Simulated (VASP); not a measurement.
# BN (F-43m) in VASP: further runs

One crystal, BN, is run at these levels: r2SCANh, r2SCAN50, SCAN0; tasks: band structure.

All numbers are computed with VASP 6.6.1; they aren't measurements. Logs are shortened: lines on timing, memory, paths and dates and some standing lists are left out, and cuts for length are marked.

## 1. The crystal as given

The structure is cubic, space group F-43m (No. 216). The conventional cell has a = 3.626 Å, b = 3.626 Å, c = 3.626 Å, α = 90.00°, β = 90.00°, γ = 90.00°. Around N (site symmetry -43m) lie 4 B at 1.57 Å. Around B (site symmetry -43m) lie 4 N at 1.57 Å.

The cell is a database's computed one.

## 2. Band structure, r2SCANh

Contents of POSCAR:

```
BN
1.0
    0.0000000000      1.8130010000      1.8130010000
    1.8130010000      0.0000000000      1.8130010000
    1.8130010000      1.8130010000      0.0000000000
N B
1 1
Direct
    0.2500000000      0.2500000000      0.2500000000
    0.0000000000      0.0000000000      0.0000000000
```

Contents of INCAR.step1:

```
PREC = Accurate ; ENCUT = 520
EDIFF = 1E-5 ; ISMEAR = -1
SIGMA = 0.05 ; LREAL = F
LASPH = T ; NELM = 80
ALGO = Normal ; ISIF = 2
LWAVE = T ; LCHARG = F
GGA = PE
```

Contents of INCAR.step2:

```
PREC = Accurate ; ENCUT = 520
EDIFF = 1E-6 ; ISMEAR = -1
SIGMA = 0.05 ; LREAL = F
LASPH = T ; NELM = 80
ALGO = Normal ; ISIF = 2
LWAVE = F ; LCHARG = F
METAGGA = R2SCAN ; LHFCALC = T
AEXX = 0.1 ; LMIXTAU = T
PRECFOCK = Fast ; ISTART = 1
```

Contents of KPOINTS:

```
Automatic mesh
0
Gamma
  7 7 7
```

Contents of KPOINTS_OPT:

```
path GXWKGLUWLK,UX
10
line-mode
reciprocal
 0.0000000000  0.0000000000  0.0000000000  G
 0.5000000000  0.0000000000  0.5000000000  X

 0.5000000000  0.0000000000  0.5000000000  X
 0.5000000000  0.2500000000  0.7500000000  W

 0.5000000000  0.2500000000  0.7500000000  W
 0.3750000000  0.3750000000  0.7500000000  K

 0.3750000000  0.3750000000  0.7500000000  K
 0.0000000000  0.0000000000  0.0000000000  G

 0.0000000000  0.0000000000  0.0000000000  G
 0.5000000000  0.5000000000  0.5000000000  L

 0.5000000000  0.5000000000  0.5000000000  L
 0.6250000000  0.2500000000  0.6250000000  U

 0.6250000000  0.2500000000  0.6250000000  U
 0.5000000000  0.2500000000  0.7500000000  W

 0.5000000000  0.2500000000  0.7500000000  W
 0.5000000000  0.5000000000  0.5000000000  L

 0.5000000000  0.5000000000  0.5000000000  L
 0.3750000000  0.3750000000  0.7500000000  K

 0.6250000000  0.2500000000  0.6250000000  U
 0.5000000000  0.0000000000  0.5000000000  X
```

Potentials or basis: VASP PAW PBE potentials, release 64 (N, B).

Run with:

```
$ cat potpaw_PBE.64/N/POTCAR potpaw_PBE.64/B/POTCAR > POTCAR
$ cp INCAR.step1 INCAR
$ mpirun -np 1 vasp_std > vasp.out
$ cp INCAR.step2 INCAR
$ mpirun -np 1 vasp_std > vasp.out
```

OUTCAR:

```text
PREC = Accurate
   ENCUT = 520
   EDIFF = 1E-6
   ISMEAR = -1
   LREAL = F
   LASPH = T
   NELM = 80
   ISIF = 2
   METAGGA = R2SCAN
   LHFCALC = T
   AEXX = 0.1
   PRECFOCK = Fast
   ISTART = 1

 ion  position               nearest neighbor table
   1  0.250  0.250  0.250-   2 1.57   2 1.57   2 1.57   2 1.57
   2  0.000  0.000  0.000-   1 1.57   1 1.57   1 1.57   1 1.57

  LATTYP: Found a face centered cubic cell.
 ALAT       =     3.6260020000

  Lattice vectors:

 A1 = (   0.0000000000,   1.8130010000,   1.8130010000)
 A2 = (   1.8130010000,   0.0000000000,   1.8130010000)
 A3 = (   1.8130010000,   1.8130010000,   0.0000000000)

Analysis of symmetry for initial positions (statically):
=====================================================================
 Subroutine PRICEL returns:
 Original cell was already a primitive cell.

 Routine SETGRP: Setting up the symmetry group for a
 face centered cubic supercell.

 Subroutine GETGRP returns: Found 24 space group operations
 (whereof 24 operations were pure point group operations)
 out of a pool of 48 trial point group operations.

The static configuration has the point symmetry T_d .

Analysis of symmetry for dynamics (positions and initial velocities):
=====================================================================
 Subroutine PRICEL returns:
 Original cell was already a primitive cell.

 Routine SETGRP: Setting up the symmetry group for a
 face centered cubic supercell.

 Subroutine GETGRP returns: Found 24 space group operations
 (whereof 24 operations were pure point group operations)
 out of a pool of 48 trial point group operations.

The dynamic configuration has the point symmetry T_d .

 Subroutine INISYM returns: Found 24 space group operations
 (whereof 24 operations are pure point group operations),
 and found     1 'primitive' translations

----------------------------------------------------------------------------------------

                                     Primitive cell

  volume of cell :      11.9186

  direct lattice vectors                    reciprocal lattice vectors
     0.000000000  1.813001000  1.813001000    -0.275785838  0.275785838  0.275785838
     1.813001000  0.000000000  1.813001000     0.275785838 -0.275785838  0.275785838
     1.813001000  1.813001000  0.000000000     0.275785838  0.275785838 -0.275785838

  length of vectors
     2.563970603  2.563970603  2.563970603     0.477675083  0.477675083  0.477675083

  position of ions in fractional coordinates (direct lattice)
     0.250000000  0.250000000  0.250000000
     0.000000000  0.000000000  0.000000000

  ion indices of the primitive-cell ions
   primitive index   ion index
                 1           1
                 2           2

----------------------------------------------------------------------------------------

 KPOINTS: Automatic mesh

Automatic generation of k-mesh.
 Grid dimensions read from file:
 generate k-points for:    7    7    7

 Generating k-lattice:

  Cartesian coordinates                     Fractional coordinates (reciprocal lattice)
    -0.039397977  0.039397977  0.039397977     0.142857143  0.000000000  0.000000000
     0.039397977 -0.039397977  0.039397977     0.000000000  0.142857143  0.000000000
     0.039397977  0.039397977 -0.039397977     0.000000000  0.000000000  0.142857143

  Length of vectors
     0.068239298  0.068239298  0.068239298

  Shift w.r.t. Gamma in fractional coordinates (k-lattice)
     0.000000000  0.000000000  0.000000000

 Subroutine IBZKPT returns following result:
 ===========================================

 Found     20 irreducible k-points:

 Following reciprocal coordinates:
            Coordinates               Weight
  0.000000  0.000000  0.000000      1.000000
  0.142857  0.000000  0.000000      8.000000
  0.285714  0.000000  0.000000      8.000000
  0.428571  0.000000  0.000000      8.000000
  0.142857  0.142857  0.000000      6.000000
  0.285714  0.142857  0.000000     24.000000
[... 12 lines left out ...]
 -0.428571  0.428571  0.142857     24.000000
 -0.285714  0.428571  0.142857     24.000000
   k-points           NKPTS =     20   k-points in BZ     NKDIM =    343   number of bands    NBANDS=      8
   number of dos      NEDOS =    301   number of ions     NIONS =      2
   total plane-waves  NPLWV =   8000
   dimension x,y,z NGX =    20 NGY =   20 NGZ =   20
   dimension x,y,z NGXF=    40 NGYF=   40 NGZF=   40
   ions per type =               1   1
   NGX,Y,Z   is equivalent  to a cutoff of  12.97, 12.97, 12.97 a.u.
   NGXF,Y,Z  is equivalent  to a cutoff of  25.94, 25.94, 25.94 a.u.
 SYSTEM =  unknown system
   PREC   = accura    normal or accurate (medium, high low for compatibility)
   ISTART =      1    job   : 0-new  1-cont  2-samecut
   ICHARG =      0    charge: 1-file 2-atom 10-const
   ISPIN  =      1    spin polarized calculation?
   LNONCOLLINEAR =      F non collinear calculations
   LSORBIT =      F    spin-orbit coupling
   LASPH  =      T    aspherical Exc in radial PAW
   ENCUT  =  520.0 eV  38.22 Ry    6.18 a.u.   4.77  4.77  4.77*2*pi/ulx,y,z
   NELM   =     80;   NELMIN=  2; NELMDL=  0     # of ELM steps
   EDIFF  = 0.1E-05   stopping-criterion for ELM
   LREAL  =      F    real-space projection
   EDIFFG = 0.1E-04   stopping-criterion for IOM
   NSW    =      0    number of steps for IOM
   IBRION =     -1    ionic relax: 0-MD 1-quasi-New 2-CG
   NFREE  =      0    steps in history (QN), initial steepest desc. (CG)
   ISIF   =      2    stress and relaxation
   ISYM   =      3    0-nonsym 1-usesym 2-fastsym
   POTIM  = 0.5000    time-step for ionic-motion
   TEBEG  =    0.0;   TEEND  =   0.0 temperature during run
   PSTRESS=    0.0 pullay stress
   NELECT =       8.0000    total number of electrons
   NUPDOWN=      -1.0000    fix difference up-down
   EMIN   =  10.00;   EMAX   =-10.00  energy-range for DOS
   EFERMI =   0.00;   METHOD = LEGACY
   ISMEAR =    -1;   SIGMA  =   0.05  broadening in eV -4-tet -1-fermi 0-gaus
   EFERMI_NEDOS =   21; number of points for ismear=-14 and -15
   IALGO  =     38    algorithm
   IMIX   =      1    mixing-type and parameters
     AMIX     =   0.40;   BMIX     =  1.00
     AMIX_MAG =   1.60;   BMIX_MAG =  1.00
  volume/ion in A,a.u.               =       5.96        40.22
  Fermi-wavevector in a.u.,A,eV,Ry     =   1.433387  2.708709 27.954506  2.054598
  Thomas-Fermi vector in A             =   2.552911
   LORBIT       =      0    0 simple, 1 ext, 2 COOP (PROOUT), +10 PAW based schemes
   METAGGA = R2SCAN    functional components
   LHFCALC =     T    Hartree Fock is set to
   PRECFOCK=fast      Normal, Fast or Accurate (Low or Medium for compatibility)
   ENCUT4O =  -1.0   cutoff for four orbital integrals eV
   NKREDX  =     1    reduce k-point grid by
   NKREDY  =     1    reduce k-point grid by
   NKREDZ  =     1    reduce k-point grid by
   AEXX    =    0.1000 exact exchange contribution
   HFSCREEN=    0.0000 screening length (either q_TF or 0.3 A-1)
   HFSCREENC=   0.0000 screening length for correlation (either q_TF or 0.3 A-1)
   ENCUTFOCK=  -1.0 apply spherical cutoff to Coloumb kernel
   IVDW    =     0    specifies the selected vdW correction
   LEPSILON=     F    determine dielectric tensor
   LRPA    =     F    only Hartree local field effects (RPA)
 non-spin polarized calculation
  energy-cutoff  :      520.00
  volume of cell :       11.92
 maximum number of plane-waves:       331
  NGX = 12; NGY = 12; NGZ = 12

 number of electron       7.9999999 magnetization

 Free energy of the ion-electron system (eV)
  ---------------------------------------------------
  ext. energy  EPLUGINS =         0.00000000
  ---------------------------------------------------
  free energy    TOTEN  =       -20.50564704 eV

  energy without entropy =      -20.50564704  energy(sigma->0) =      -20.50564704

 E-fermi :   7.7396     XC(G=0): -12.3744

 val. band max:        6.6680563310   @ k =   0.0000   0.0000   0.0000
 cond. band min:      12.6525032449   @ k =   0.4286   0.4286   0.0000
 fundamental gap:      5.9844469139
 Fermi energy:         7.7395942009

 k-point     1 :       0.0000    0.0000    0.0000
  band No.  band energies     occupation
      1     -15.1278      2.00000
      2       6.6681      2.00000
      3       6.6681      2.00000
      4       6.6681      2.00000
      5      17.0354      0.00000
      6      17.0354      0.00000
      7      17.0354      0.00000
      8      18.4765      0.00000

 k-point     2 :       0.1429    0.0000    0.0000
  band No.  band energies     occupation
      1     -14.6079      2.00000
      2       4.1634      2.00000
      3       6.1656      2.00000
      4       6.1656      2.00000
      5      17.4395      0.00000
      6      17.7963      0.00000
      7      17.7963      0.00000
      8      20.1220      0.00000

 k-point     3 :       0.2857    0.0000    0.0000
  band No.  band energies     occupation
      1     -13.1267      2.00000
      2      -0.3059      2.00000
      3       5.2657      2.00000
      4       5.2657      2.00000
      5      17.8874      0.00000
      6      18.8273      0.00000
      7      18.8273      0.00000
      8      22.5975      0.00000
[... 166 lines left out ...]
 k-point    19 :      -0.4286    0.4286    0.1429
  band No.  band energies     occupation
      1      -9.6175      2.00000
      2      -2.0154      2.00000
      3       0.5096      2.00000
      4       0.9937      2.00000
      5      15.3180      0.00000
      6      19.6608      0.00000
      7      23.5493      0.00000
      8      26.1175      0.00000

 k-point    20 :      -0.2857    0.4286    0.1429
  band No.  band energies     occupation
      1      -9.2064      2.00000
      2      -1.8192      2.00000
      3      -1.2063      2.00000
      4       1.3086      2.00000
      5      17.0004      0.00000
      6      21.5770      0.00000
      7      23.1346      0.00000
      8      24.5201      0.00000

------------------------ aborting loop because EDIFF is reached ----------------------------------------

  FORCE on cell =-STRESS in cart. coord.  units (eV):
  Direction    XX          YY          ZZ          XY          YZ          ZX
  --------------------------------------------------------------------------------------
  -------------------------------------------------------------------------------------
  Total       -0.5048905     -0.5048905     -0.5048905      0.0000000     -0.0000000     -0.0000000
  in kB      -67.8709095    -67.8709095    -67.8709095      0.0000000     -0.0000000     -0.0000000
  external PRESSURE =     -67.8709095 kB  Pullay stress =       0.0000000 kB

 VOLUME and BASIS-vectors are now :
 -----------------------------------------------------------------------------
  energy-cutoff  :      520.00
  volume of cell :       11.92
      direct lattice vectors                 reciprocal lattice vectors
     0.000000000  1.813001000  1.813001000    -0.275785838  0.275785838  0.275785838
     1.813001000  0.000000000  1.813001000     0.275785838 -0.275785838  0.275785838
     1.813001000  1.813001000  0.000000000     0.275785838  0.275785838 -0.275785838

 POSITION                                       TOTAL-FORCE (eV/Angst)
 -----------------------------------------------------------------------------------
      0.90650      0.90650      0.90650         0.000000      0.000000      0.000000
      0.00000      0.00000      0.00000        -0.000000     -0.000000     -0.000000
 -----------------------------------------------------------------------------------
    total drift:                                0.000000     -0.000000      0.000000

  FREE ENERGIE OF THE ION-ELECTRON SYSTEM (eV)
  ---------------------------------------------------
  free  energy   TOTEN  =       -20.5056470433 eV

  energy  without entropy=      -20.5056470433  energy(sigma->0) =      -20.50564704
```

It took 4.5 min on 1 thread of Intel Xeon Platinum 8488C (Sapphire Rapids), shared host; peak memory 0.15 GiB.

Results:

```yaml
Free_energy: -20.5056 eV
Pressure: -6.8 GPa
```

Levels at the corners of the path, in eV from the valence-band top:
```
point  band 2  band 3  band 4  band 5  band 6  band 7  band 8
    Γ   -0.07   -0.07   -0.07   10.30   10.30   10.30   11.74
    X   -9.50   -5.14   -5.14    5.65   10.51   20.16   20.16
    X   -9.50   -5.14   -5.14    5.65   10.51   20.16   20.16
    W   -8.12   -7.29   -6.74   11.08   15.05   16.22   16.39
    W   -8.12   -7.29   -6.74   11.08   15.05   16.22   16.39
    K   -8.67   -7.99   -4.26    8.20   14.45   17.84   18.75
    K   -8.67   -7.99   -4.26    8.20   14.45   17.84   18.75
    Γ   -0.07   -0.07   -0.07   10.30   10.30   10.30   11.74
    Γ   -0.07   -0.07   -0.07   10.30   10.30   10.30   11.74
    L  -11.30   -2.03   -2.03   11.48   12.26   12.26   17.22
    L  -11.30   -2.03   -2.03   11.48   12.26   12.26   17.22
    U   -8.67   -7.99   -4.26    8.20   14.45   17.84   18.75
    U   -8.67   -7.99   -4.26    8.20   14.45   17.84   18.75
    W   -8.12   -7.29   -6.74   11.08   15.05   16.22   16.39
    W   -8.12   -7.29   -6.74   11.08   15.05   16.22   16.39
    L  -11.30   -2.03   -2.03   11.48   12.26   12.26   17.22
    L  -11.30   -2.03   -2.03   11.48   12.26   12.26   17.22
    K   -8.67   -7.99   -4.26    8.20   14.45   17.84   18.75
    U   -8.67   -7.99   -4.26    8.20   14.45   17.84   18.75
    X   -9.50   -5.14   -5.14    5.65   10.51   20.16   20.16
```

Caveat: the k mesh is coarse (spacing up to 0.43 Å⁻¹), so the values aren't converged, least of all with exact exchange; an unscreened hybrid on a path of extra k points without a Coulomb cutoff has errors near the mesh points, so the bands along the path aren't reliable; the PAW data sets were made with another functional, which shifts forces and pressure a little.

(Continued in part 2 of 2.)
